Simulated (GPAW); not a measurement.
Ti:

```
Ti
1.0
     2.95000    0.00000    0.00000
    -1.47500    2.55477    0.00000
     0.00000    0.00000    4.68000
Ti
2
Cartesian
  1.4750 0.8516 3.5100
  0.0000 1.7032 1.1700
```

| Quantity | Value |
| --- | --- |
| Program | GPAW 26.7.0 |
| Task | relaxation of cell and atoms |
| Functional | PBEsol |
| Potentials or basis | PAW data sets generated in the run's folder for this functional |
| Cutoff | 600 eV |
| Basis | pw |
| k mesh | 9 × 9 × 5 |
| Occupations | fermi-dirac, width 0.05 eV |
| Spin | no spin polarisation |

At the start: pressure -6.3 GPa; volume 17.64 Å³/atom.

**Question.** How do energy, volume and symmetry change on relaxing?

**Answer.** Over 4 steps the energy falls by 15.2 meV/atom and the volume is 16.65 Å³/atom (-5.6 %); space group P6_3/mmc (No. 194, to 0.05 Å).

The path:
```tsv
step	energy change (eV)	largest force (eV/Å)	pressure (GPa)	volume (Å³)
1	0.0000	0.0000	-6.32	35.27
2	-0.0156	0.0000	-4.81	34.75
3	-0.0298	0.0000	0.28	33.23
4	-0.0304	0.0000	-0.01	33.31
```

Final structure:
```
Ti
1.0
     2.89672    0.00000    0.00000
    -1.44836    2.50864    0.00000
     0.00000    0.00000    4.58328
Ti
2
Direct
  0.66667 0.33333 0.75000
  0.33333 0.66667 0.25000
```

Caveat: later steps reuse the first step's grids.
